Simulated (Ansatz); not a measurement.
## Sn, space group Immm: a calculation of the elastic constants, step by step

With Ansatz's Python interface.

Typed at the interpreter:
```pycon
>>> from dataclasses import replace
>>> import warnings
>>> import ansatz
>>> import numpy as np
>>> FUNCTIONAL = "LDA"
>>> SMEARING = "Fermi-Dirac"
>>> KGRID = (17, 17, 17)
>>> warnings.simplefilter("ignore", ansatz.DeckWarning)
>>> lattice = ansatz.Lattice.of(
...     (-1.72654, 1.77555, 2.33834),
...     (1.72654, -1.77555, 2.33834),
...     (1.72654, 1.77555, -2.33834),
... )
>>> sites = [
...     ("Sn", (0.0, 0.0, 0.0)),
... ]
>>> cell = ansatz.Crystal(lattice=lattice)
>>> for symbol, position in sites:
...     cell = cell.atom(symbol, position)
...
>>> calculation = cell.calculation()
>>> calculation = calculation.functional(FUNCTIONAL)
>>> calculation = calculation.basis(35 * ansatz.Ry)
>>> calculation = calculation.occupations(SMEARING, width=150 * ansatz.meV)
>>> calculation = calculation.kpoints(*KGRID)
>>> # first bring the cell to zero stress
>>> rest = calculation.relax(cell=True).run(threads=1, pin="off").lattice
>>> relaxed = ansatz.Crystal(lattice=ansatz.Lattice.of(rest.cell_ang))
>>> for site in rest.sites:
...     relaxed = relaxed.atom(site.symbol, site.position_frac)
...
>>> calculation = replace(calculation, crystal=relaxed)
>>> print("relaxed volume {:.3f} A^3".format(abs(np.linalg.det(rest.cell_ang))))
relaxed volume 25.846 A^3
>>> outcome = calculation.elastic("clamped-ion").run(threads=1, pin="off")
>>> elastic = outcome.elastic
>>> C = np.asarray(elastic.c_gpa)
>>> for i in range(6):
...     for j in range(i, 6):
...         if abs(C[i, j]) > 0.05:
...             print(f"C{i + 1}{j + 1} = {C[i, j]:.1f} GPa")
...
C11 = 84.1 GPa
C12 = 34.2 GPa
C13 = 56.8 GPa
C22 = 84.3 GPa
C23 = 56.7 GPa
C33 = 61.7 GPa
C44 = 25.1 GPa
C55 = 25.1 GPa
C66 = 2.5 GPa
>>> print("smallest eigenvalue of C:", round(elastic.stability.min_eigenvalue_gpa, 1), "GPa; tensor positive definite:", elastic.stability.min_eigenvalue_gpa > 0)
smallest eigenvalue of C: 2.5 GPa; tensor positive definite: True
>>> # averaged moduli need a positive definite tensor
>>> if elastic.stability.min_eigenvalue_gpa > 0:
...     m = elastic.moduli
...     print(f"K = {m.k_hill_gpa:.1f}, G = {m.g_hill_gpa:.1f}, E = {m.youngs_gpa:.1f} GPa, Poisson ratio {m.poisson:.3f}, K/G = {m.k_hill_gpa / m.g_hill_gpa:.2f}")
...
K = 58.4, G = 10.7, E = 30.2 GPa, Poisson ratio 0.414, K/G = 5.46
```

A positive definite tensor excludes instabilities under uniform strain alone; phonons elsewhere in the zone can still be imaginary. The smearing is wide enough that free energy and stress hold a thermal part of the electrons. The cell relaxed to the group Fm-3m; tensors and edges are in the axes of the typed cell. This isn't the structure that Sn takes at ambient conditions. Shear constants of a metal converge slowly with the k-point mesh and can be wrong in sign on a coarse one; the constants belong to the cell that was strained. Wall time of the script: 6.6 min on 1 thread of Intel(R) Xeon(R) Processor @ 2.30GHz, on a shared host, peak memory 1 GiB.

(A comment or docstring line of the script was reworded after the run, the code is as it ran.)
